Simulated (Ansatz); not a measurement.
The system is SrO.

```
CELL_PARAMETERS angstrom
0.00000 2.56630 2.56630
2.56630 0.00000 2.56630
2.56630 2.56630 0.00000
ATOMIC_POSITIONS crystal
Sr 0.50000 0.50000 0.50000
O 0.00000 0.00000 0.00000
```

Program: Ansatz 0.2.0. Alike in all runs: task band structure; potentials or basis Ansatz PAW; cell as given; cutoff (eV) 420; smearing fermi-dirac 0.05 eV. Hardware: 2 threads of Arm Neoverse V1, with other jobs on the host.

**Question.** Order these runs on this cell by their wall time, lowest first.
A. level LDA; spin off; k mesh 9 × 9 × 9; points for each segment of the path 14; mesh quality not flagged
B. level LDA; spin SOC, no magnetisation; k mesh 7 × 7 × 7; points for each segment of the path 14; mesh quality not flagged
C. level HSE06; spin off; k mesh 5 × 5 × 5; points for each segment of the path 4; mesh quality coarse

**Answer.** A (1.8 s), B (6.9 s), C (64 s).

Caveats: some runs use coarse meshes.

Runs at the PBE level aren't shown here.
